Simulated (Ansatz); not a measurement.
Crystal: HfN.

```
Hf N
1.0
     0.00000    2.45482    2.45482
     2.45482    0.00000    2.45482
     2.45482    2.45482    0.00000
Hf N
1 1
Direct
  0.00000 0.00000 0.00000
  0.25000 0.25000 0.25000
```

The cell comes from a database or a generator and needn't be the stable form of this composition.

- Program: Ansatz 0.2.0
- Task: relaxation of cell and atoms
- Functional: HSEsol
- Potentials or basis: Ansatz PAW
- Cutoff: 420 eV (not typed: the program's choice for these potentials)
- k mesh: 5 × 5 × 5
- Occupations: fermi-dirac, width 0.05 eV
- Spin: no spin polarisation

At the start: volume 14.79 Å³/atom.

Problem. Where does the relaxation end?

Solution. It ends after 7 steps and the volume is 14.40 Å³/atom (-2.6 %); space group F-43m (No. 216, to 0.05 Å).

The path:
```
step  energy change (eV)  largest force (eV/Å)  volume (Å³)
   1              0.0000                0.0000        29.59
   2             -0.0138                0.0000        28.52
   3             -0.0151                0.0000        28.83
   4             -0.0152                0.0000        28.81
   5             -0.0138                0.0000        28.81
   6             -0.0139                0.0000        28.80
   7             -0.0139                0.0000        28.80
```

Final structure:
```
Hf N
1.0
     0.00000    2.43298    2.43298
     2.43298    0.00000    2.43298
     2.43298    2.43298    0.00000
Hf N
1 1
Direct
  0.00000 0.00000 0.00000
  0.25000 0.25000 0.25000
```

Caveat: the k mesh is coarse (spacing up to 0.44 Å⁻¹), so the values aren't converged, least of all with exact exchange; the plane-wave basis is chosen anew once the cell has moved, so the energies of steps on either side of that aren't comparable; the pressure holds a Pulay correction of +0.4 GPa for the finite cutoff; the PAW data sets come from PBE, with cores solved anew for the run's functional, which leaves a small shift of forces and pressure.
